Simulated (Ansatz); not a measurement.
AlNi3:

```
Ni Al
1.0
     3.52305    0.00000    0.00000
     0.00000    3.52305    0.00000
     0.00000    0.00000    3.52305
Ni Al
3 1
Direct
  0.50000 0.50000 0.00000
  0.50000 0.00000 0.50000
  0.00000 0.50000 0.50000
  0.00000 0.00000 0.00000
```

The cell is a database's computed one.

Base run:

```yaml
Program: Ansatz 0.2.0
Functional: PBEsol
Potentials_or_basis: Ansatz PAW
Cutoff: "420 eV (not typed: the program's choice for these potentials)"
k_mesh: 6 × 6 × 6
Occupations: fermi-dirac, width 0.05 eV
Spin: collinear spin, ferromagnetic start
Starting_moments: "[1.2666666667, 1.2666666667, 1.2666666667, 0.0] μB"
Fixed_moment: 3.8 μB
```

Its results: pressure 10.5 GPa; site moments Ni +1.11; Al +0.14 μB.

Task: The run is repeated on the same cell with these changes: fixed moment from 3.8 μB to 0.8 μB; moments at the start from [1.27, 1.27, 1.27, 0.0] to [0.27, 0.27, 0.27, 0.0]. What comes out?

Result: Pressure -0.5 GPa; site moments Ni +0.29; Al -0.02 μB.

Caveats: the total moment is fixed, so each spin has its own Fermi level; the PAW data sets come from PBE, with cores solved anew for the run's functional, which leaves a small shift of forces and pressure; the thresholds are loose for stress.
